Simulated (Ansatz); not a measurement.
A run of Ansatz 0.2.0 is set up as follows.

input.yaml

```yaml
crystal:
  lattice:
    - [0.0, 1.89785, 1.89785]
    - [1.89785, 0.0, 1.89785]
    - [1.89785, 1.89785, 0.0]
  atoms:
    - { symbol: Rh, position: [0.0, 0.0, 0.0] }
kpoints:
  mp_grid: { grid: [12, 12, 12] }
scf:
  occupations: { method: fermi_dirac, width: 0.05 }
hamiltonian:
  xc: revpbe
  dispersion: d4
  pseudopotentials: { kind: all_electron, lapw: { basis_error: 0.001 } }
output:
  forces: true
  stress: true
relax:
  f_tol: 0.005
  max_steps: 60
  cell: {}
```

Potentials or basis: all-electron LAPW, scalar-relativistic.

Launch:

```console
$ ansatz run input.yaml --threads 1 --pin off --max-ram 3072MiB --backend cpu --events-out ev --progress --plain --runs-dir out
```

Question: Predict the space group after relaxing (to 0.05 Å).

Answer: Fm-3m (No. 225).

Question: What does it give for the relaxed cell?

Answer: a = 2.667 Å, b = 2.667 Å, c = 2.667 Å, α = 60.00°, β = 60.00°, γ = 60.00°.

Final structure:
```yaml
crystal:
  lattice:
    - [0.00000, 1.88601, 1.88601]
    - [1.88601, 0.00000, 1.88601]
    - [1.88601, 1.88601, 0.00000]
  atoms:
    - { symbol: Rh, position: [0.00000, 0.00000, 0.00000] }
```
